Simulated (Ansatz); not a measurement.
# One atom moved over a plane in P

All numbers below come from DFT PBE, scalar-relativistic, plane waves, PAW (Ansatz). The runs took a 420 eV cutoff, a Γ-centred 10×10×8 mesh and Gaussian smearing (0.03 eV). No spin polarisation. Energies are free energies at this smearing, counted from the undisturbed cell; pressure is positive in compression.

Zero of the scan (relaxed at this level):

```
P
1.0
     1.65522   -5.64272    0.00000
     1.65522    5.64272    0.00000
     0.00000    0.00000    4.55777
P
4
Direct
  0.09407 0.90593 0.91372
  0.59407 0.40593 0.58628
  0.90593 0.09407 0.08628
  0.40593 0.59407 0.41372
```

The cell holds layers and no dispersion correction was added, so their binding is poorly described.

Atom 1 (P) is moved by p along (0.707, 0.707, 0.000) and q along (0.000, 0.000, 1.000) (Å), all else fixed. Points are written (p, q).

Energy above the undisturbed cell in eV/cell (a dash: not computed):

```csv
p \ q,-0.200,0.000,0.200
-0.200,0.52,0.18,0.36
0.000,0.28,0.00,0.23
0.200,0.52,0.21,–
```

Pressure in GPa:

```
 p \ q  -0.200  0.000  0.200
-0.200     2.3   -1.0   -2.9
 0.000     2.7    0.0   -1.3
 0.200     4.8    2.4      –
```

Gap on the k-mesh in eV:

```
 p \ q  -0.200  0.000  0.200
-0.200    0.13   0.25   0.27
 0.000    0.08   0.12   0.30
 0.200    0.24   0.43      –
```

Cost: 8 runs of about 12 core-minutes in all, on AMD EPYC (Zen 3) (shared hosts).